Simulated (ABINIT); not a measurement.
# InSe (R3m) in ABINIT: equation of state

Aim: energy against volume of InSe in PBEsol, for its equilibrium volume and stiffness.

All numbers are computed with ABINIT 10.8.3 (patched build); they aren't measurements. Logs are shortened: lines on timing, memory, paths and dates and some standing lists are left out, and cuts for length are marked. The log counts tension as positive stress, the text compression.

**1. The structure**

Symmetry: R3m, No. 160, trigonal system. Conventional cell: a = 4.000 Å, b = 4.000 Å, c = 25.320 Å, α = 90.00°, β = 90.00°, γ = 120.00°. Around In (site symmetry 3m) lie 3 Se at 2.63 Å and 1 In at 2.82 Å. Around In (site symmetry 3m) lie 3 Se at 2.64 Å and 1 In at 2.82 Å. Se (site symmetry 3m) has 3 In at 2.63 Å as nearest neighbours. Around Se (site symmetry 3m) lie 3 In at 2.64 Å.

**2. Equation of state, PBEsol**

run.abi reads:

```
ndtset 7
scalecart1 3*0.9795861087
scalecart2 3*0.9864848297
scalecart3 3*0.9932883884
scalecart4 3*1.0000000000
scalecart5 3*1.0066227096
scalecart6 3*1.0131594038
scalecart7 3*1.0196128224

pp_dirpath "./"
pseudos "In.GGA_PBE-JTH.xml, Se.GGA_PBE-JTH.xml"

acell 3*1.0
rprim
     3.7794522493     2.1820677735    15.9492884918
    -3.7794522493     2.1820677735    15.9492884918
     0.0000000000    -4.3641355471    15.9492884918
ntypat 2
znucl 49 34
natom 4
typat 1 1 2 2
xred
     0.8886000000     0.8886000000     0.8886000000
     0.0000000000     0.0000000000     0.0000000000
     0.1719000000     0.1719000000     0.1719000000
     0.3835000000     0.3835000000     0.3835000000

ecut 22.0
pawecutdg 44.0
pawxcdev 0

kptopt 1
ngkpt 8 8 8
nshiftk 1
shiftk 0.0 0.0 0.0

ixc -116133

nband 23
occopt 3
tsmear 0.05 eV

nstep 100
tolvrs 1.0e-9

iomode 3
prtwf 0
prtden 0
prteig 0
prtebands 0
enunit 1
```

Potentials or basis: JTH PAW PBE v2.0.

Run with:

```bash
mpirun --bind-to none -np 4 abinit run.abi > log 2>&1
```

run.abo:

```text
.Version 10.8.3 of ABINIT
 DATASET    1 : space group R3 m (#160); Bravais hR (rhombohedral)
================================================================================
 Values of the parameters that define the memory need for DATASET  1.
     intxc =       0    ionmov =       0      iscf =      17    lmnmax =      18
     lnmax =       6     mgfft =      72  mpssoang =       3    mqgrid =    3001
     natom =       4  nloc_mem =       2    nspden =       1   nspinor =       1
    nsppol =       1      nsym =       6    n1xccc =       1    ntypat =       2
    occopt =       3   xclevel =       2
       mpw =        3680          nfft =      373248          nkpt =          65
Pmy_natom=         1
 PAW method is used; the additional fine FFT grid is defined by:
   mgfftf=       100    nfftf =   1000000
================================================================================
================================================================================
[... 77 lines left out ...]
================================================================================
 Values of the parameters that define the memory need for DATASET  7.
     intxc =       0    ionmov =       0      iscf =      17    lmnmax =      18
     lnmax =       6     mgfft =      72  mpssoang =       3    mqgrid =    3001
     natom =       4  nloc_mem =       2    nspden =       1   nspinor =       1
    nsppol =       1      nsym =       6    n1xccc =       1    ntypat =       2
    occopt =       3   xclevel =       2
       mpw =        4138          nfft =      373248          nkpt =          65
Pmy_natom=         1
 PAW method is used; the additional fine FFT grid is defined by:
   mgfftf=       108    nfftf =   1259712
================================================================================
================================================================================

--------------------------------------------------------------------------------
------------- Echo of variables that govern the present computation ------------
--------------------------------------------------------------------------------
 -outvars: echo values of preprocessed input variables --------
            acell      1.0000000000E+00  1.0000000000E+00  1.0000000000E+00 Bohr
              amu      1.14820000E+02  7.89600000E+01
             ecut      2.20000000E+01 Hartree
           enunit           1
                       outvar_i_n : Printing only first  50 k-points.
              ixc     -116133
           jdtset        1    2    3    4    5    6    7
                       outvar_i_n : Printing only first  50 k-points.
         kptrlatt        8    0    0      0    8    0      0    0    8
          kptrlen1     5.92367828E+01
          kptrlen2     5.96539569E+01
          kptrlen3     6.00653765E+01
          kptrlen4     6.04712360E+01
          kptrlen5     6.08717194E+01
          kptrlen6     6.12670014E+01
          kptrlen7     6.16572476E+01
            natom           4
            nband          23
           ndtset           7
            ngfft          72      72      72
          ngfftdg1        100     100     100
          ngfftdg2        100     100     100
          ngfftdg3        100     100     100
          ngfftdg4        100     100     100
          ngfftdg5        100     100     100
          ngfftdg6        108     108     108
          ngfftdg7        108     108     108
             nkpt          65
            nstep         100
             nsym           6
           ntypat           2
                       prtocc : prtvol=0, do not print more k-points.
           occopt           3
        pawecutdg      4.40000000E+01 Hartree
         pawxcdev           0
           prtden           0
        prtebands           0
           prteig           0
            prtwf           0
            rprim1     3.7022989219E+00  2.1375232792E+00  1.5623701450E+01
                      -3.7022989219E+00  2.1375232792E+00  1.5623701450E+01
                       0.0000000000E+00 -4.2750465584E+00  1.5623701450E+01
            rprim2     3.7283723085E+00  2.1525767559E+00  1.5733731142E+01
                      -3.7283723085E+00  2.1525767559E+00  1.5733731142E+01
                       0.0000000000E+00 -4.3051535120E+00  1.5733731142E+01
            rprim3     3.7540860337E+00  2.1674225821E+00  1.5842243062E+01
                      -3.7540860337E+00  2.1674225821E+00  1.5842243062E+01
[... 20 lines left out ...]
                       0.0000000000E+00  0.0000000000E+00  0.0000000000E+00
                      -2.4687948008E-17 -8.9109070356E-12  4.2636563719E+00
                      -1.5593806947E-16 -1.9879804357E-11  9.5119966179E+00
           xangst2     1.0364733832E-16 -4.6387230513E-11  2.2195269411E+01
                       0.0000000000E+00  0.0000000000E+00  0.0000000000E+00
                       1.3884873174E-17 -8.9736579012E-12  4.2936831102E+00
                       1.4157192210E-16 -2.0019853563E-11  9.5789847165E+00
           xangst3    -3.3279164473E-16 -4.6706996580E-11  2.2348345073E+01
                       0.0000000000E+00  0.0000000000E+00  0.0000000000E+00
                      -2.5186405838E-17 -9.0355012541E-12  4.3232956539E+00
                       2.3575263238E-17 -2.0157739395E-11  9.6450487682E+00
           xangst4    -3.0961892220E-16 -4.7022575406E-11  2.2499351985E+01
                       0.0000000000E+00  0.0000000000E+00  0.0000000000E+00
                      -1.0465246063E-17 -9.0965316552E-12  4.3525079970E+00
                      -1.7582319794E-17 -2.0293982415E-11  9.7102199934E+00
           xangst5     3.4059532803E-16 -4.7334039214E-11  2.2648358659E+01
[... 24 lines left out ...]
                       0.0000000000E+00  0.0000000000E+00  0.0000000000E+00
                      -1.9776448899E-17 -1.7189953524E-11  8.2250480752E+00
                      -3.3225769069E-17 -3.8350068768E-11  1.8349656410E+01
            xcart5     6.4363188975E-16 -8.9448370548E-11  4.2799195067E+01
                       0.0000000000E+00  0.0000000000E+00  0.0000000000E+00
                       1.2580708152E-16 -1.7303939050E-11  8.2795201801E+00
                      -1.6981074822E-18 -3.8604428459E-11  1.8471180855E+01
            xcart6    -7.2085063542E-17 -9.0029046373E-11  4.3077119703E+01
                       0.0000000000E+00  0.0000000000E+00  0.0000000000E+00
                      -1.4089404633E-16 -1.7416090477E-11  8.3332848041E+00
                       1.4853780668E-17 -3.8854871974E-11  1.8591126948E+01
            xcart7     6.0389973425E-17 -9.0603432848E-11  4.3351503659E+01
                       0.0000000000E+00  0.0000000000E+00  0.0000000000E+00
                       1.4832926734E-16 -1.7527321514E-11  8.3863644824E+00
                      -1.8956579108E-17 -3.9102262604E-11  1.8709544962E+01
             xred      8.8860000000E-01  8.8860000000E-01  8.8860000000E-01
                       0.0000000000E+00  0.0000000000E+00  0.0000000000E+00
                       1.7190000000E-01  1.7190000000E-01  1.7190000000E-01
                       3.8350000000E-01  3.8350000000E-01  3.8350000000E-01
            znucl       49.00000   34.00000

================================================================================

 chkinp: Checking input parameters for consistency, jdtset=   1.

 chkinp: Checking input parameters for consistency, jdtset=   2.
[... 36 lines left out ...]
 getcut: wavevector=  0.0000  0.0000  0.0000  ngfft= 100 100 100
         ecut(hartree)=     44.000   => boxcut(ratio)=   2.06765

--- Pseudopotential description ------------------------------------------------
- pspini: atom type   1  psp file is ./In.GGA_PBE-JTH.xml
 Pseudopotential format is: paw10
 basis_size (lnmax)=  6 (lmn_size= 18), orbitals=   0   0   1   1   2   2
 Spheres core radius: rc_sph= 2.50644782
 Shapefunction is BESSEL type: shapef(r,l)=aa(1,l)*jl(q(1,l)*r)+aa(2,l)*jl(q(2,l)*r)
 Radius for shape functions =  1.40569481
 Compensation charge density is not taken into account in XC energy/potential

- pspini: atom type   2  psp file is ./Se.GGA_PBE-JTH.xml
 Pseudopotential format is: paw10
 basis_size (lnmax)=  4 (lmn_size=  8), orbitals=   0   0   1   1
 Spheres core radius: rc_sph= 2.21132333
 Shapefunction is BESSEL type: shapef(r,l)=aa(1,l)*jl(q(1,l)*r)+aa(2,l)*jl(q(2,l)*r)
 Radius for shape functions =  2.00656599
 Compensation charge density is not taken into account in XC energy/potential

   4.31998359E+03                                ecore*ucvol(ha*bohr**3)
--------------------------------------------------------------------------------

================================================================================

--- !BeginCycle
iteration_state: {dtset: 1, }
solver: {iscf: 17, nstep: 100, nline: 4, wfoptalg: 10, }
tolerances: {tolvrs: 1.00E-09, }
...
[... 1319 lines left out ...]
-Cartesian components of stress tensor (GPa)         [Pressure= -2.4369E+00 GPa]
- sigma(1 1)=  2.22585899E+00  sigma(3 2)=  3.84231860E-10
- sigma(2 2)=  2.22585899E+00  sigma(3 1)=  0.00000000E+00
- sigma(3 3)=  2.85883561E+00  sigma(2 1)=  0.00000000E+00

== END DATASET(S) ==============================================================
================================================================================

 -outvars: echo values of variables after computation  --------
            acell      1.0000000000E+00  1.0000000000E+00  1.0000000000E+00 Bohr
           etotal1    -1.3531216762E+02
           etotal2    -1.3531385989E+02
           etotal3    -1.3531486624E+02
           etotal4    -1.3531525304E+02
           etotal5    -1.3531509110E+02
           etotal6    -1.3531445004E+02
           etotal7    -1.3531336067E+02
            fcart1    -1.6104349547E-18  1.2480393150E-18  1.1474014674E-02
                       1.8432552944E-18 -8.0658877877E-19 -1.1189203582E-02
                      -1.0345741978E-18  6.6444056496E-19 -1.1931699375E-02
                       8.0175385804E-19 -1.1058911012E-18  1.1646888283E-02
            fcart2    -1.0618157554E-18  5.0577683997E-18  9.5303961327E-03
                       6.0578367127E-19 -7.8225167443E-19 -9.2468721584E-03
                       7.8133658300E-19 -9.2077325055E-20 -8.3328498271E-03
                      -3.2530449886E-19 -4.1834394002E-18  8.0493258528E-03
            fcart3    -5.7879605259E-19 -1.7911950915E-19  7.7147324573E-03
                       7.1238158160E-19 -5.5935717737E-19 -7.4327694572E-03
[... 66 lines left out ...]
                       0.0000000000E+00  0.0000000000E+00  0.0000000000E+00
                      -1.0465246063E-17 -9.0965316552E-12  4.3525079970E+00
                      -1.7582319794E-17 -2.0293982415E-11  9.7102199934E+00
           xangst5     3.4059532803E-16 -4.7334039214E-11  2.2648358659E+01
                       0.0000000000E+00  0.0000000000E+00  0.0000000000E+00
                       6.6574240464E-17 -9.1568501977E-12  4.3813333935E+00
                      -8.9859978065E-19 -2.0428583767E-11  9.7745279606E+00
           xangst6    -3.8145772847E-17 -4.7641319628E-11  2.2795430043E+01
                       0.0000000000E+00  0.0000000000E+00  0.0000000000E+00
                      -7.4557918417E-17 -9.2161981771E-12  4.4097844073E+00
                       7.8602822198E-18 -2.0561112767E-11  9.8380006993E+00
           xangst7     3.1956997682E-17 -4.7945271860E-11  2.2940627779E+01
                       0.0000000000E+00  0.0000000000E+00  0.0000000000E+00
                       7.8492467932E-17 -9.2750591071E-12  4.4378729634E+00
                      -1.0031389654E-17 -2.0692026251E-11  9.9006648136E+00
             xred      8.8860000000E-01  8.8860000000E-01  8.8860000000E-01
                       0.0000000000E+00  0.0000000000E+00  0.0000000000E+00
                       1.7190000000E-01  1.7190000000E-01  1.7190000000E-01
                       3.8350000000E-01  3.8350000000E-01  3.8350000000E-01
 Calculation completed.
```

It took 24 min on 4 MPI ranks of Arm Neoverse V2, shared host; peak memory 2.1 GiB.

What came out:

```
Equilibrium volume                        : 29.35 Å³/atom
Bulk modulus at fixed shape and positions : 50 GPa
Pressure derivative of the bulk modulus   : 4.7
```

Energy against volume, from the lowest point:
| volume (Å³/atom) | energy (meV/atom) |
| --- | --- |
| 27.483 | 20.99 |
| 28.068 | 9.48 |
| 28.652 | 2.63 |
| 29.237 | 0.00 |
| 29.822 | 1.10 |
| 30.406 | 5.46 |
| 30.991 | 12.87 |

Caveat: pressures at fixed basis lie under the slope of the energies; the cell was scaled at fixed shape and fractional positions, which overstates the stiffness of a crystal with free parameters, most of all of layers and chains; the PAW data sets were made with another functional, which shifts forces and pressure a little.
